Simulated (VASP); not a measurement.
Runs of VASP 6.6.1 on BaTiO3. The structure is trigonal, space group R3m (No. 160). Conventional cell: a = 5.655 Å, b = 5.655 Å, c = 6.953 Å, α = 90.00°, β = 90.00°, γ = 120.00°. Ba (site symmetry 3m) has 12 O at 2.77 to 2.90 Å as nearest neighbours. Ti (site symmetry 3m) has 6 O at 1.88 to 2.13 Å as nearest neighbours. O (site symmetry m) has 2 Ti at 1.88 to 2.13 Å as nearest neighbours. 

```csv
task,level,cell,gap on the mesh (eV),pressure (GPa),largest force (eV/Å)
relaxation of shape and atoms at fixed volume,PBEsol,atoms relaxed at fixed volume,(b),0.0,-
relaxation of cell and atoms,r2SCAN,relaxed,2.82,0.0,-
relaxation of shape and atoms at fixed volume,PBEsol,atoms relaxed at fixed volume from: a relaxed cell with its volume scaled by 0.98,(a),2.6,0.01
relaxation of shape and atoms at fixed volume,r2SCAN,atoms relaxed at fixed volume from: a relaxed cell with its volume scaled by 0.96,2.56,5.4,-
relaxation of shape and atoms at fixed volume,PBEsol,atoms relaxed at fixed volume from: a relaxed cell with its volume scaled by 1.02,2.47,-2.2,0.01
```

Alike in all rows: potentials or basis VASP PAW PBE potentials, release 64 (Ba_sv, Ti_sv, O); no spin polarisation; k mesh 7 × 7 × 7; cutoff (eV) 600; smearing gaussian 0.03 eV.

Problem. Fill in the values left out.

Solution. (a) 2.20; (b) 2.33.

Caveats: the PAW data sets were made with another functional, which shifts forces and pressure a little; spin-orbit coupling is left out, which moves the levels of the heavy elements; an odd mesh through Γ misses points on the zone boundary, where band edges often lie; the relaxation stopped at its first step, so nothing moved (some runs).

A k mesh can miss the band edges, and the runs leave out spin-orbit coupling on Ba.
